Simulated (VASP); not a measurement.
# NbH2 (Fm-3m) in VASP: a series of runs

The runs below take NbH2 through single point, relaxation of cell and atoms, with LDA.

Everything below comes from runs of VASP 6.6.1. Logs are shortened: lines on timing, memory, paths and dates and some standing lists are left out, and cuts for length are marked.

## Step 1: The crystal as given

It takes space group Fm-3m (No. 225, cubic). The conventional cell has a = 4.495 Å, b = 4.495 Å, c = 4.495 Å, α = 90.00°, β = 90.00°, γ = 90.00°. Nb (site symmetry m-3m) is surrounded by 8 H at 1.95 Å. H (site symmetry -43m) is surrounded by 4 Nb at 1.95 Å.

## Step 2: Single point, LDA

INCAR reads:

```
SYSTEM = NbH2
PREC = Accurate
ENCUT = 520
EDIFF = 1E-6
ISMEAR = 0
SIGMA = 0.1
LREAL = .False.
LASPH = .True.
NELM = 100
ALGO = Fast
ISIF = 2
LWAVE = .False.
LCHARG = .True.
LELF = .True.
LVHAR = .True.
NBANDS = 14
```

KPOINTS reads:

```
Automatic mesh
0
Gamma
  16 16 16
  0 0 0
```

POSCAR reads:

```
NbH2
1.0
    0.0000000000      2.2476930305      2.2476930305
    2.2476930305      0.0000000000      2.2476930305
    2.2476930305      2.2476930305      0.0000000000
Nb H
1 2
Direct
    0.0000000000      0.0000000000      0.0000000000
    0.2500000000      0.2500000000      0.2500000000
    0.7500000000      0.7500000000      0.7500000000
```

Potentials or basis: VASP PAW LDA potentials, release 64 (Nb_sv, H).

The run is started by

```
$ cat potpaw_LDA.64/Nb_sv/POTCAR potpaw_LDA.64/H/POTCAR > POTCAR
$ mpirun -np 1 vasp_std > vasp.out
```

OUTCAR:

```text
SYSTEM = NbH2
   PREC = Accurate
   ENCUT = 520
   EDIFF = 1E-6
   ISMEAR = 0
   LREAL = .False.
   LASPH = .True.
   NELM = 100
   ISIF = 2

 ion  position               nearest neighbor table
   1  0.000  0.000  0.000-   3 1.95   3 1.95   3 1.95   2 1.95   3 1.95   2 1.95   2 1.95   2 1.95

   2  0.250  0.250  0.250-   1 1.95   1 1.95   1 1.95   1 1.95
   3  0.750  0.750  0.750-   1 1.95   1 1.95   1 1.95   1 1.95

  LATTYP: Found a face centered cubic cell.
 ALAT       =     4.4953860610

  Lattice vectors:

 A1 = (   0.0000000000,   2.2476930305,   2.2476930305)
 A2 = (   2.2476930305,   0.0000000000,   2.2476930305)
 A3 = (   2.2476930305,   2.2476930305,   0.0000000000)

Analysis of symmetry for initial positions (statically):
=====================================================================
 Subroutine PRICEL returns:
 Original cell was already a primitive cell.

 Routine SETGRP: Setting up the symmetry group for a
 face centered cubic supercell.

 Subroutine GETGRP returns: Found 48 space group operations
 (whereof 48 operations were pure point group operations)
 out of a pool of 48 trial point group operations.

The static configuration has the point symmetry O_h .

Analysis of symmetry for dynamics (positions and initial velocities):
=====================================================================
 Subroutine PRICEL returns:
 Original cell was already a primitive cell.

 Routine SETGRP: Setting up the symmetry group for a
 face centered cubic supercell.

 Subroutine GETGRP returns: Found 48 space group operations
 (whereof 48 operations were pure point group operations)
 out of a pool of 48 trial point group operations.

The dynamic configuration has the point symmetry O_h .

 Subroutine INISYM returns: Found 48 space group operations
 (whereof 48 operations are pure point group operations),
 and found     1 'primitive' translations

----------------------------------------------------------------------------------------

                                     Primitive cell

  volume of cell :      22.7112

  direct lattice vectors                    reciprocal lattice vectors
     0.000000000  2.247693030  2.247693030    -0.222450305  0.222450305  0.222450305
     2.247693030  0.000000000  2.247693030     0.222450305 -0.222450305  0.222450305
     2.247693030  2.247693030  0.000000000     0.222450305  0.222450305 -0.222450305

  length of vectors
     3.178717968  3.178717968  3.178717968     0.385295230  0.385295230  0.385295230

  position of ions in fractional coordinates (direct lattice)
     0.000000000  0.000000000  0.000000000
     0.250000000  0.250000000  0.250000000
     0.750000000  0.750000000  0.750000000

  ion indices of the primitive-cell ions
   primitive index   ion index
                 1           1
                 2           2
                 3           3

----------------------------------------------------------------------------------------

 KPOINTS: Automatic mesh

Automatic generation of k-mesh.
 Grid dimensions read from file:
 generate k-points for:   16   16   16

 Generating k-lattice:

  Cartesian coordinates                     Fractional coordinates (reciprocal lattice)
    -0.013903144  0.013903144  0.013903144     0.062500000  0.000000000  0.000000000
     0.013903144 -0.013903144  0.013903144     0.000000000  0.062500000  0.000000000
     0.013903144  0.013903144 -0.013903144     0.000000000  0.000000000  0.062500000

  Length of vectors
     0.024080952  0.024080952  0.024080952

  Shift w.r.t. Gamma in fractional coordinates (k-lattice)
     0.000000000  0.000000000  0.000000000

 Subroutine IBZKPT returns following result:
 ===========================================

 Found    145 irreducible k-points:

 Following reciprocal coordinates:
            Coordinates               Weight
  0.000000  0.000000  0.000000      1.000000
  0.062500  0.000000  0.000000      8.000000
  0.125000  0.000000  0.000000      8.000000
  0.187500  0.000000  0.000000      8.000000
  0.250000  0.000000  0.000000      8.000000
  0.312500  0.000000  0.000000      8.000000
[... 16 lines left out ...]
 -0.125000  0.062500  0.000000     24.000000
 -0.062500  0.062500  0.000000     12.000000
 [... further k-points ...]
   k-points           NKPTS =    145   k-points in BZ     NKDIM =    145   number of bands    NBANDS=     14
   number of dos      NEDOS =    301   number of ions     NIONS =      3
   total plane-waves  NPLWV =  13824
   dimension x,y,z NGX =    24 NGY =   24 NGZ =   24
   dimension x,y,z NGXF=    48 NGYF=   48 NGZF=   48
   ions per type =               1   2
   NGX,Y,Z   is equivalent  to a cutoff of  12.55, 12.55, 12.55 a.u.
   NGXF,Y,Z  is equivalent  to a cutoff of  25.10, 25.10, 25.10 a.u.
 SYSTEM =  NbH2
   PREC   = accura    normal or accurate (medium, high low for compatibility)
   ISTART =      0    job   : 0-new  1-cont  2-samecut
   ICHARG =      2    charge: 1-file 2-atom 10-const
   ISPIN  =      1    spin polarized calculation?
   LNONCOLLINEAR =      F non collinear calculations
   LSORBIT =      F    spin-orbit coupling
   LASPH  =      T    aspherical Exc in radial PAW
   ENCUT  =  520.0 eV  38.22 Ry    6.18 a.u.   5.91  5.91  5.91*2*pi/ulx,y,z
   NELM   =    100;   NELMIN=  2; NELMDL= -5     # of ELM steps
   EDIFF  = 0.1E-05   stopping-criterion for ELM
   LREAL  =      F    real-space projection
   EDIFFG = 0.1E-04   stopping-criterion for IOM
   NSW    =      0    number of steps for IOM
   IBRION =     -1    ionic relax: 0-MD 1-quasi-New 2-CG
   NFREE  =      0    steps in history (QN), initial steepest desc. (CG)
   ISIF   =      2    stress and relaxation
   ISYM   =      2    0-nonsym 1-usesym 2-fastsym
   POTIM  = 0.5000    time-step for ionic-motion
   TEBEG  =    0.0;   TEEND  =   0.0 temperature during run
   PSTRESS=    0.0 pullay stress
   NELECT =      15.0000    total number of electrons
   NUPDOWN=      -1.0000    fix difference up-down
   EMIN   =  10.00;   EMAX   =-10.00  energy-range for DOS
   EFERMI =   0.00;   METHOD = LEGACY
   ISMEAR =     0;   SIGMA  =   0.10  broadening in eV -4-tet -1-fermi 0-gaus
   EFERMI_NEDOS =   21; number of points for ismear=-14 and -15
   IALGO  =     68    algorithm
   IMIX   =      4    mixing-type and parameters
     AMIX     =   0.40;   BMIX     =  1.00
     AMIX_MAG =   1.60;   BMIX_MAG =  1.00
  volume/ion in A,a.u.               =       7.57        51.09
  Fermi-wavevector in a.u.,A,eV,Ry     =   1.425689  2.694162 27.655069  2.032590
  Thomas-Fermi vector in A             =   2.546047
   LORBIT       =      0    0 simple, 1 ext, 2 COOP (PROOUT), +10 PAW based schemes
   GGA     = CA    functional components
   LHFCALC =     F    Hartree Fock is set to
   AEXX    =    0.0000 exact exchange contribution
   IVDW    =     0    specifies the selected vdW correction
   LEPSILON=     F    determine dielectric tensor
   LRPA    =     F    only Hartree local field effects (RPA)
 non-spin polarized calculation
 RMM-DIIS sequential band-by-band and
 Gauss-broadening in eV      SIGMA  =   0.10
  energy-cutoff  :      520.00
  volume of cell :       22.71
 maximum number of plane-waves:       622
   NGX = 11   NGY = 11   NGZ = 11

 number of electron      14.9999998 magnetization

 Free energy of the ion-electron system (eV)
  ---------------------------------------------------
  ext. energy  EPLUGINS =         0.00000000
  ---------------------------------------------------
  free energy    TOTEN  =       -19.28594019 eV

  energy without entropy =      -19.28178201  energy(sigma->0) =      -19.28386110

 E-fermi :  10.3510     XC(G=0): -12.4603

 val. band max:       10.3331221765   @ k =  -0.2500   0.2500   0.0625
 cond. band min:      10.3577888310   @ k =   0.2500   0.1875   0.0625
 fundamental gap:      0.0246666545
 Fermi energy:        10.3509816989

 k-point     1 :       0.0000    0.0000    0.0000
  band No.  band energies     occupation
      1     -44.6968      2.00000
      2     -20.5926      2.00000
      3     -20.5926      2.00000
      4     -20.5926      2.00000
      5      -0.5179      2.00000
      6       8.8972      2.00000
      7       8.8972      2.00000
      8       8.8972      2.00000
      9       9.2768      2.00000
     10      11.6761      0.00000
     11      11.6761      0.00000
     12      23.0383      0.00000
     13      23.8849      0.00000
     14      23.8849      0.00000

 k-point     2 :       0.0625    0.0000    0.0000
  band No.  band energies     occupation
      1     -44.6928      2.00000
      2     -20.6254      2.00000
      3     -20.5965      2.00000
      4     -20.5965      2.00000
      5      -0.4041      2.00000
      6       7.7967      2.00000
      7       8.9555      2.00000
      8       8.9555      2.00000
      9      10.5177      0.01841
     10      11.6250      0.00000
     11      11.6250      0.00000
     12      21.8834      0.00000
     13      24.1117      0.00000
     14      24.1119      0.00000

 k-point     3 :       0.1250    0.0000    0.0000
  band No.  band energies     occupation
      1     -44.6813      2.00000
      2     -20.7180      2.00000
      3     -20.6076      2.00000
      4     -20.6076      2.00000
      5      -0.0785      2.00000
      6       6.7052      2.00000
      7       9.1077      2.00000
      8       9.1077      2.00000
      9      11.5136      0.00000
     10      11.5136      0.00000
     11      12.0138      0.00000
     12      20.6048      0.00000
     13      24.7624      0.00000
     14      24.7625      0.00000
[... 324 lines left out ...]
 k-point    23 :      -0.1250    0.0625    0.0000
  band No.  band energies     occupation
      1     -44.6729      2.00000
      2     -20.7733      2.00000
      3     -20.6360      2.00000
      4     -20.6072      2.00000
      5       0.1648      2.00000
      6       6.1924      2.00000
      7       9.2213      2.00000
      8       9.2241      2.00000
      9      11.2115      0.00000
     10      11.6818      0.00000
     11      12.8113      0.00000
     12      20.1819      0.00000
     13      24.5287      0.00000
     14      25.5453      0.00000

 k-point    24 :      -0.0625    0.0625    0.0000
  band No.  band energies     occupation
      1     -44.6863      2.00000
      2     -20.6719      2.00000
      3     -20.6139      2.00000
      4     -20.5980      2.00000
      5      -0.2187      2.00000
      6       7.0703      2.00000
      7       9.0413      2.00000
      8       9.0674      2.00000
      9      11.4287      0.00000
     10      11.4601      0.00000
     11      11.6703      0.00000
     12      21.1268      0.00000
     13      24.1155      0.00000
     14      24.6455      0.00000

 [... further k-points ...]

------------------------ aborting loop because EDIFF is reached ----------------------------------------

  FORCE on cell =-STRESS in cart. coord.  units (eV):
  Direction    XX          YY          ZZ          XY          YZ          ZX
  --------------------------------------------------------------------------------------
  -------------------------------------------------------------------------------------
  Total       -0.0294569     -0.0294569     -0.0294569      0.0000000      0.0000000      0.0000000
  in kB       -2.0780563     -2.0780563     -2.0780563      0.0000000      0.0000000      0.0000000
  external PRESSURE =      -2.0780563 kB  Pullay stress =       0.0000000 kB

 VOLUME and BASIS-vectors are now :
 -----------------------------------------------------------------------------
  energy-cutoff  :      520.00
  volume of cell :       22.71
      direct lattice vectors                 reciprocal lattice vectors
     0.000000000  2.247693030  2.247693030    -0.222450305  0.222450305  0.222450305
     2.247693030  0.000000000  2.247693030     0.222450305 -0.222450305  0.222450305
     2.247693030  2.247693030  0.000000000     0.222450305  0.222450305 -0.222450305

 POSITION                                       TOTAL-FORCE (eV/Angst)
 -----------------------------------------------------------------------------------
      0.00000      0.00000      0.00000        -0.000000     -0.000000     -0.000000
      1.12385      1.12385      1.12385        -0.000000     -0.000000     -0.000000
      3.37154      3.37154      3.37154         0.000000      0.000000      0.000000
 -----------------------------------------------------------------------------------
    total drift:                               -0.000000      0.000000      0.000000

  FREE ENERGIE OF THE ION-ELECTRON SYSTEM (eV)
  ---------------------------------------------------
  free  energy   TOTEN  =       -19.2859401856 eV

  energy  without entropy=      -19.2817820061  energy(sigma->0) =      -19.28386110
```

Wall time 25 s (1 thread of Intel Xeon 6975P-C (Granite Rapids), shared host); peak memory 0.16 GiB.

What came out:

- Free energy: -19.2859 eV
- Pressure: -0.2 GPa
- Band gap on the k mesh: none (metal or under the smearing width)

[end of part 1 of 2]
